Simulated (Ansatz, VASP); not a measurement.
## Ru in VASP and in Ansatz

```xyz
2
Lattice="2.7326 0.0000 0.0000 -1.3663 2.3665 0.0000 0.0000 0.0000 4.3243" Properties=species:S:1:pos:R:3 pbc="T T T"
Ru    0.0000    1.5777    1.0811
Ru    1.3663    0.7888    3.2432
```

Change from the starting cell: volume scaled by 1.03.

Alike in both runs: task single point; functional PBEsol; k mesh 14 × 14 × 8; occupations fermi-dirac, width 0.03 eV; no spin polarisation.

```csv
,VASP,Ansatz
version,VASP 6.6.1,Ansatz 0.2.0
potentials or method,"VASP PAW PBE potentials, release 64 (Ru_pv), cutoff 520 eV","all-electron LAPW, scalar-relativistic"
```

```csv
,VASP,Ansatz,Ansatz less VASP
pressure (GPa),-15.0,-15.0,+0.04
largest component of the traceless stress (GPa),1.64,1.67,+0.030
```

Ansatz ran all-electron here, so the differences hold the error of VASP's frozen core and of both bases.

Caveats: so large a pressure means that the cell lies far from this level's equilibrium, or that cutoff or potentials fall short (VASP); the potentials were made for another functional, which shifts forces and pressure (VASP).
